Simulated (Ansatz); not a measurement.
Calculated XPS core lines for CaS

Cell: a COD entry, its atoms then relaxed with PBE in this cell, repeated to a supercell; a hole's nearest image is 8.0 Å away.

```cif
data_CaS
_symmetry_space_group_name_H-M 'Fm-3m'
_symmetry_Int_Tables_number 225
_cell_length_a 5.6860
_cell_length_b 5.6860
_cell_length_c 5.6860
_cell_angle_alpha 90.000
_cell_angle_beta 90.000
_cell_angle_gamma 90.000
loop_
_atom_site_label
_atom_site_type_symbol
_atom_site_symmetry_multiplicity
_atom_site_Wyckoff_symbol
_atom_site_fract_x
_atom_site_fract_y
_atom_site_fract_z
Ca1 Ca 4 a 0.0000 0.0000 0.0000
S9 S 4 b 0.5000 0.5000 0.5000
```

One atom of each set is listed; the run and its k-mesh use a cell of 16 atoms with edges of 8.04, 8.04, 8.04 Å.

Method: Kohn–Sham DFT in Ansatz, PBE, plane waves and PAW, scalar-relativistic, 420 eV cutoff, Γ-centred 3×3×3 k-points, fixed occupations.

Each value is a total-energy difference between the cell with one core hole and the ground state (ΔSCF), counted from the top of the valence band. The cell with the hole is spin-polarised, as the shell with the hole is left with one unpaired spin. The periodic images are corrected with the calculated ε∞ = 5.01.

Task: What binding energies does the calculation give for Ca 2p, S 2p?

Result: 

```tsv
line	atom	first shell	E_B (eV)	j = l + ½ / j = l − ½ (eV)
Ca 2p	1	6 S at 2.84 Å	344.5	343.3 / 346.9
S 2p	9	6 Ca at 2.84 Å	160.3	159.9 / 161.1
```

For p, d and f shells E_B is the weighted mean of the two lines, whose splitting comes from the free atom's Dirac orbitals.

The program doubts some values: the cell is too small to check the potential alignment. Absolute PBE values can be off by an eV or more. Multiplets, satellites and widths aren't calculated.
